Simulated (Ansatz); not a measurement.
The system is Cu.

```
CELL_PARAMETERS angstrom
0.00000 1.80750 1.80750
1.80750 0.00000 1.80750
1.80750 1.80750 0.00000
ATOMIC_POSITIONS crystal
Cu 0.00000 0.00000 0.00000
```

```yaml
Program: Ansatz 0.2.0
Task: relaxation of cell and atoms
Functional: RPBE
Potentials_or_basis: Ansatz PAW
Cutoff: "420 eV (not typed: the program's choice for these potentials)"
k_mesh: 13 × 13 × 13
Occupations: fermi-dirac, width 0.05 eV
Spin: no spin polarisation
```

At the start: volume 11.81 Å³/atom.

Question: How do energy, volume and symmetry change on relaxing?

Answer: It ends after 7 steps and the volume is 12.38 Å³/atom (+4.8 %); space group Fm-3m (No. 225, to 0.05 Å).

The path:
| step | energy change (eV) | largest force (eV/Å) | volume (Å³) |
| --- | --- | --- | --- |
| 1 | 0.0000 | 0.0000 | 11.81 |
| 2 | -0.0080 | 0.0000 | 12.08 |
| 3 | -0.0107 | 0.0000 | 12.36 |
| 4 | -0.0107 | 0.0000 | 12.38 |
| 5 | -0.0111 | 0.0000 | 12.38 |
| 6 | -0.0111 | 0.0000 | 12.38 |
| 7 | -0.0111 | 0.0000 | 12.38 |

Final structure:
```cif
data_structure
_symmetry_space_group_name_H-M 'P 1'
_symmetry_Int_Tables_number 1
_cell_length_a 2.5964
_cell_length_b 2.5964
_cell_length_c 2.5964
_cell_angle_alpha 60.000
_cell_angle_beta 60.000
_cell_angle_gamma 60.000
_cell_volume 12.38
loop_
_atom_site_label
_atom_site_type_symbol
_atom_site_fract_x
_atom_site_fract_y
_atom_site_fract_z
_atom_site_occupancy
Cu1 Cu 0.00000 0.00000 0.00000 1
```

Caveat: the plane-wave basis is chosen anew once the cell has moved, so the energies of steps on either side of that aren't comparable; the PAW data sets come from PBE, with cores solved anew for the run's functional, which leaves a small shift of forces and pressure.
